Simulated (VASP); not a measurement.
# Mg2Si (Fm-3m) in VASP: notebook

The runs below take Mg2Si through band structure, with PBE.

Program: VASP 6.6.1. These are calculated values, not measurements. Logs are shortened: lines on timing, memory, paths and dates and some standing lists are left out, and cuts for length are marked.

## 1. Starting point

Symmetry: Fm-3m, No. 225, cubic system. Conventional cell: a = 6.318 Å, b = 6.318 Å, c = 6.318 Å, α = 90.00°, β = 90.00°, γ = 90.00°. Around Si (site symmetry m-3m) lie 8 Mg at 2.74 Å. Mg (site symmetry -43m) has 4 Si at 2.74 Å as nearest neighbours.

The cell was built by a generator and needn't be a form met in nature.

## 2. Band structure, PBE, non-collinear spin, zero start, spin-orbit coupling

Input file POSCAR:

```
Mg2Si                                   
1.0
   -0.0000000000      3.1590997494      3.1590997494
    3.1590997494      0.0000000000      3.1590997494
    3.1590997494      3.1590997494     -0.0000000000
  Si              Mg            
     1     2
Direct
     0.0000000000000000    0.0000000000000000    0.0000000000000000
     0.2500000000000000    0.2500000000000000    0.2500000000000000
     0.7500000000000000    0.7500000000000000    0.7500000000000000
```

Input file INCAR.step1:

```
SYSTEM = Mg2Si
ALGO     = Normal         ! electronic algorithm
EDIFF    = 1E-7           ! SCF threshold, eV
ENCUT    = 520            ! plane-wave cutoff, eV
GGA      = PE             ! functional
GGA_COMPAT= .False.      
ISIF     = 2              ! what is computed and relaxed
ISMEAR   = 0              ! smearing method
KPAR     = 4            
LASPH    = .True.         ! aspherical terms in the spheres
LCHARG   = .True.         ! write CHGCAR
LORBIT   = 11             ! projections on sites
LREAL    = .False.        ! projectors in reciprocal space
LSORBIT  = .True.         ! spin-orbit coupling
LWAVE    = .False.        ! write WAVECAR
MAGMOM   = 0 0 0 0 0 0 0 0 0 ! initial moments
NELM     = 60             ! most SCF steps
PREC     = Accurate       ! precision mode
SIGMA    = 0.02           ! smearing width, eV
```

Input file KPOINTS.step1:

```
k-points
0
Gamma
  8 8 8
  0 0 0
```

Input file INCAR.step2:

```
SYSTEM = Mg2Si
ALGO     = Normal         ! electronic algorithm
EDIFF    = 1E-7           ! SCF threshold, eV
ENCUT    = 520            ! plane-wave cutoff, eV
GGA      = PE             ! functional
GGA_COMPAT= .False.      
ICHARG   = 11             ! starting density
ISIF     = 2              ! what is computed and relaxed
ISMEAR   = 0              ! smearing method
KPAR     = 4            
LASPH    = .True.         ! aspherical terms in the spheres
LCHARG   = .False.        ! write CHGCAR
LORBIT   = 11             ! projections on sites
LREAL    = .False.        ! projectors in reciprocal space
LSORBIT  = .True.         ! spin-orbit coupling
LWAVE    = .False.        ! write WAVECAR
MAGMOM   = 0 0 0 0 0 0 0 0 0 ! initial moments
NELM     = 60             ! most SCF steps
PREC     = Accurate       ! precision mode
SIGMA    = 0.05           ! smearing width, eV
```

Input file KPOINTS.step2:

```
path GXWKGLUWLK,UX
20
line-mode
reciprocal
 0.0000000000  0.0000000000  0.0000000000  G
 0.5000000000  0.0000000000  0.5000000000  X

 0.5000000000  0.0000000000  0.5000000000  X
 0.5000000000  0.2500000000  0.7500000000  W

 0.5000000000  0.2500000000  0.7500000000  W
 0.3750000000  0.3750000000  0.7500000000  K

 0.3750000000  0.3750000000  0.7500000000  K
 0.0000000000  0.0000000000  0.0000000000  G

 0.0000000000  0.0000000000  0.0000000000  G
 0.5000000000  0.5000000000  0.5000000000  L

 0.5000000000  0.5000000000  0.5000000000  L
 0.6250000000  0.2500000000  0.6250000000  U

 0.6250000000  0.2500000000  0.6250000000  U
 0.5000000000  0.2500000000  0.7500000000  W

 0.5000000000  0.2500000000  0.7500000000  W
 0.5000000000  0.5000000000  0.5000000000  L

 0.5000000000  0.5000000000  0.5000000000  L
 0.3750000000  0.3750000000  0.7500000000  K

 0.6250000000  0.2500000000  0.6250000000  U
 0.5000000000  0.0000000000  0.5000000000  X
```

Potentials or basis: VASP PAW PBE potentials, release 64 (Si, Mg).

The run is started by

```console
$ cat potpaw_PBE.64/Si/POTCAR potpaw_PBE.64/Mg/POTCAR > POTCAR
$ cp INCAR.step1 INCAR
$ cp KPOINTS.step1 KPOINTS
$ mpirun -np 4 vasp_ncl > vasp.out
$ cp INCAR.step2 INCAR
$ cp KPOINTS.step2 KPOINTS
$ mpirun -np 4 vasp_ncl > vasp.out
```

OUTCAR:

```text
SYSTEM = Mg2Si
   EDIFF = 1E-7
   ENCUT = 520
   GGA = PE
   ICHARG = 11
   ISIF = 2
   ISMEAR = 0
   LASPH = .True.
   LORBIT = 11
   LREAL = .False.
   LSORBIT = .True.
   NELM = 60
   PREC = Accurate

 ion  position               nearest neighbor table
   1  0.000  0.000  0.000-   3 2.74   3 2.74   3 2.74   2 2.74   3 2.74   2 2.74   2 2.74   2 2.74

   2  0.250  0.250  0.250-   1 2.74   1 2.74   1 2.74   1 2.74   3 3.16   3 3.16   3 3.16   3 3.16
                             3 3.16   3 3.16
   3  0.750  0.750  0.750-   1 2.74   1 2.74   1 2.74   1 2.74   2 3.16   2 3.16   2 3.16   2 3.16
                             2 3.16   2 3.16

  LATTYP: Found a face centered cubic cell.
 ALAT       =     6.3181994988

  Lattice vectors:

 A1 = (   0.0000000000,   3.1590997494,   3.1590997494)
 A2 = (   3.1590997494,   0.0000000000,   3.1590997494)
 A3 = (   3.1590997494,   3.1590997494,   0.0000000000)

Analysis of symmetry for initial positions (statically):
=====================================================================
 Subroutine PRICEL returns:
 Original cell was already a primitive cell.

 Routine SETGRP: Setting up the symmetry group for a
 face centered cubic supercell.

 Subroutine GETGRP returns: Found 48 space group operations
 (whereof 48 operations were pure point group operations)
 out of a pool of 48 trial point group operations.

The static configuration has the point symmetry O_h .

Analysis of symmetry for dynamics (positions and initial velocities):
=====================================================================
 Subroutine PRICEL returns:
 Original cell was already a primitive cell.

 Routine SETGRP: Setting up the symmetry group for a
 face centered cubic supercell.

 Subroutine GETGRP returns: Found 48 space group operations
 (whereof 48 operations were pure point group operations)
 out of a pool of 48 trial point group operations.

The dynamic configuration has the point symmetry O_h .

Analysis of structural, dynamic, and magnetic symmetry:
[... 622 lines left out ...]
  FORCE on cell =-STRESS in cart. coord.  units (eV):
  Direction    XX          YY          ZZ          XY          YZ          ZX
  --------------------------------------------------------------------------------------
  -------------------------------------------------------------------------------------
  Total        0.2719271      0.2719271      0.2719271     -0.0000000     -0.0000000     -0.0000000
  in kB        6.9094443      6.9094443      6.9094443     -0.0000000     -0.0000000     -0.0000000
  external PRESSURE =       6.9094443 kB  Pullay stress =       0.0000000 kB

 VOLUME and BASIS-vectors are now :
 -----------------------------------------------------------------------------
  energy-cutoff  :      520.00
  volume of cell :       63.06
      direct lattice vectors                 reciprocal lattice vectors
     0.000000000  3.159099749  3.159099749    -0.158272938  0.158272938  0.158272938
     3.159099749  0.000000000  3.159099749     0.158272938 -0.158272938  0.158272938
     3.159099749  3.159099749  0.000000000     0.158272938  0.158272938 -0.158272938

 POSITION                                       TOTAL-FORCE (eV/Angst)
 -----------------------------------------------------------------------------------
      0.00000      0.00000      0.00000        -0.000000     -0.000000     -0.000000
      1.57955      1.57955      1.57955        -0.000000     -0.000000     -0.000000
      4.73865      4.73865      4.73865         0.000000      0.000000      0.000000
 -----------------------------------------------------------------------------------
    total drift:                                0.000000      0.000000      0.000000

  FREE ENERGIE OF THE ION-ELECTRON SYSTEM (eV)
  ---------------------------------------------------
  free  energy   TOTEN  =        -9.0673758328 eV

  energy  without entropy=       -9.0673041648  energy(sigma->0) =       -9.06734000

 Spin-Orbit-Coupling matrix elements

 Ion:    1  E_soc:     -0.0003338
 l=   1
     0.0000000    -0.0000556    -0.0000556
    -0.0000556     0.0000000    -0.0000556
    -0.0000556    -0.0000556     0.0000000
 l=   2
     0.0000000     0.0000000     0.0000000     0.0000000     0.0000000
     0.0000000     0.0000000     0.0000000     0.0000000     0.0000000
     0.0000000     0.0000000     0.0000000     0.0000000     0.0000000
     0.0000000     0.0000000     0.0000000     0.0000000     0.0000000
     0.0000000     0.0000000     0.0000000     0.0000000     0.0000000
 l=   3
     0.0000000     0.0000000     0.0000000     0.0000000     0.0000000     0.0000000     0.0000000
     0.0000000     0.0000000     0.0000000     0.0000000     0.0000000     0.0000000     0.0000000
     0.0000000     0.0000000     0.0000000     0.0000000     0.0000000     0.0000000     0.0000000
     0.0000000     0.0000000     0.0000000     0.0000000     0.0000000     0.0000000     0.0000000
[... 29 lines left out ...]
 l=   2
     0.0000000    -0.0000000     0.0000000    -0.0000000     0.0000000
    -0.0000000     0.0000000     0.0000000    -0.0000000     0.0000000
     0.0000000     0.0000000     0.0000000     0.0000000     0.0000000
    -0.0000000    -0.0000000     0.0000000     0.0000000     0.0000000
     0.0000000     0.0000000     0.0000000     0.0000000     0.0000000
 l=   3
     0.0000000     0.0000000     0.0000000     0.0000000     0.0000000     0.0000000     0.0000000
     0.0000000     0.0000000     0.0000000     0.0000000     0.0000000     0.0000000     0.0000000
     0.0000000     0.0000000     0.0000000     0.0000000     0.0000000     0.0000000     0.0000000
     0.0000000     0.0000000     0.0000000     0.0000000     0.0000000     0.0000000     0.0000000
     0.0000000     0.0000000     0.0000000     0.0000000     0.0000000     0.0000000     0.0000000
     0.0000000     0.0000000     0.0000000     0.0000000     0.0000000     0.0000000     0.0000000
     0.0000000     0.0000000     0.0000000     0.0000000     0.0000000     0.0000000     0.0000000

 total charge

# of ion       s       p       d       tot
------------------------------------------
    1        0.742   0.982   0.000   1.724
    2        0.177   0.144   0.025   0.345
    3        0.177   0.144   0.025   0.345
--------------------------------------------------
tot          1.095   1.269   0.050   2.415

 magnetization (x)

# of ion       s       p       d       tot
------------------------------------------
    1        0.000   0.000   0.000   0.000
    2        0.000   0.000   0.000   0.000
    3        0.000   0.000   0.000   0.000
--------------------------------------------------
tot          0.000   0.000   0.000   0.000

 magnetization (y)

# of ion       s       p       d       tot
------------------------------------------
    1       -0.000  -0.000   0.000  -0.000
    2        0.000   0.000  -0.000   0.000
    3        0.000  -0.000   0.000  -0.000
--------------------------------------------------
tot         -0.000  -0.000   0.000  -0.000

 magnetization (z)

# of ion       s       p       d       tot
------------------------------------------
    1        0.000   0.000   0.000   0.000
    2        0.000   0.000   0.000   0.000
    3        0.000   0.000   0.000   0.000
--------------------------------------------------
tot          0.000   0.000   0.000   0.000
```

Run time: 72 s. Hardware: 4 MPI ranks of Intel Xeon Platinum 8488C (Sapphire Rapids), shared host; peak memory 0.56 GiB.

Results:

- Net moment: 0.00 μB per cell

Moments on the atoms (μB; x, y, z):
```
Si  0.00 0.00 0.00
Mg  0.00 0.00 0.00
Mg  0.00 0.00 0.00
```

Caveat: the log is that of the step along the path at fixed density, whose energy, stress, charges and moments have no meaning.

## 3. Band structure, PBE

POSCAR is that of step 2.

Changes to INCAR.step1 since step 2:

```diff
@@ -5,3 +5,2 @@
 GGA      = PE             ! functional
-GGA_COMPAT= .False.      
 ISIF     = 2              ! what is computed and relaxed
@@ -11,7 +10,4 @@
 LCHARG   = .True.         ! write CHGCAR
-LORBIT   = 11             ! projections on sites
 LREAL    = .False.        ! projectors in reciprocal space
-LSORBIT  = .True.         ! spin-orbit coupling
 LWAVE    = .False.        ! write WAVECAR
-MAGMOM   = 0 0 0 0 0 0 0 0 0 ! initial moments
 NELM     = 60             ! most SCF steps
```

KPOINTS.step1 is that of step 2.

Changes to INCAR.step2 since step 2:

```diff
@@ -5,3 +5,2 @@
 GGA      = PE             ! functional
-GGA_COMPAT= .False.      
 ICHARG   = 11             ! starting density
@@ -12,7 +11,4 @@
 LCHARG   = .False.        ! write CHGCAR
-LORBIT   = 11             ! projections on sites
 LREAL    = .False.        ! projectors in reciprocal space
-LSORBIT  = .True.         ! spin-orbit coupling
 LWAVE    = .False.        ! write WAVECAR
-MAGMOM   = 0 0 0 0 0 0 0 0 0 ! initial moments
 NELM     = 60             ! most SCF steps
```

KPOINTS.step2 is that of step 2.

Potentials or basis: VASP PAW PBE potentials, release 64 (Si, Mg).

The run is started by

```console
$ cat potpaw_PBE.64/Si/POTCAR potpaw_PBE.64/Mg/POTCAR > POTCAR
$ cp INCAR.step1 INCAR
$ cp KPOINTS.step1 KPOINTS
$ mpirun -np 4 vasp_std > vasp.out
$ cp INCAR.step2 INCAR
$ cp KPOINTS.step2 KPOINTS
$ mpirun -np 4 vasp_std > vasp.out
```

Run time: 15 s. Hardware: 4 MPI ranks of Intel Xeon Platinum 8488C (Sapphire Rapids), shared host; peak memory 0.26 GiB.

The run converged. Its results:

| Property | Result |
| --- | --- |
| Band gap on the k mesh | 0.19 eV, indirect (least direct gap 1.97 eV) |
| Band gap along the path | 0.19 eV, indirect (least direct gap 1.97 eV) |

Levels at the corners of the path, in eV from the valence-band top:
```
point  band 1  band 2  band 3  band 4  band 5  band 6  band 7  band 8
    Γ   -9.18    0.00    0.00    0.00    1.97    2.59    2.59    2.59
    X   -7.16   -4.47   -1.96   -1.96    0.19    0.43    8.02    8.02
    X   -7.16   -4.47   -1.96   -1.96    0.19    0.43    8.02    8.03
    W   -7.11   -3.63   -3.63   -2.69    2.68    3.61    3.61    3.95
    W   -7.11   -3.63   -3.63   -2.69    2.68    3.61    3.61    3.95
    K   -7.18   -4.04   -3.47   -1.64    0.70    3.01    5.89    6.16
    K   -7.18   -4.04   -3.47   -1.64    0.70    3.01    5.89    6.16
    Γ   -9.18    0.00    0.00    0.00    1.97    2.59    2.59    2.59
    Γ   -9.18    0.00    0.00    0.00    1.97    2.59    2.59    2.59
    L   -7.73   -4.80   -0.71   -0.71    1.32    2.56    2.56    5.05
    L   -7.73   -4.80   -0.71   -0.71    1.32    2.56    2.56    5.05
    U   -7.18   -4.04   -3.47   -1.64    0.70    3.01    5.89    6.16
    U   -7.18   -4.04   -3.47   -1.64    0.70    3.01    5.89    6.16
    W   -7.11   -3.63   -3.63   -2.69    2.68    3.61    3.61    3.95
    W   -7.11   -3.63   -3.63   -2.69    2.68    3.61    3.61    3.95
    L   -7.73   -4.80   -0.71   -0.71    1.32    2.56    2.56    5.05
    L   -7.73   -4.80   -0.71   -0.71    1.32    2.56    2.56    5.05
    K   -7.18   -4.04   -3.47   -1.64    0.70    3.01    5.89    6.16
    U   -7.18   -4.04   -3.47   -1.64    0.70    3.01    5.89    6.16
    X   -7.16   -4.47   -1.96   -1.96    0.19    0.43    8.02    8.03
```

Caveat: the log is that of the step along the path at fixed density, whose energy, stress, charges and moments have no meaning. Expect the measured gap to be larger: semilocal functionals such as PBE lack the derivative discontinuity.
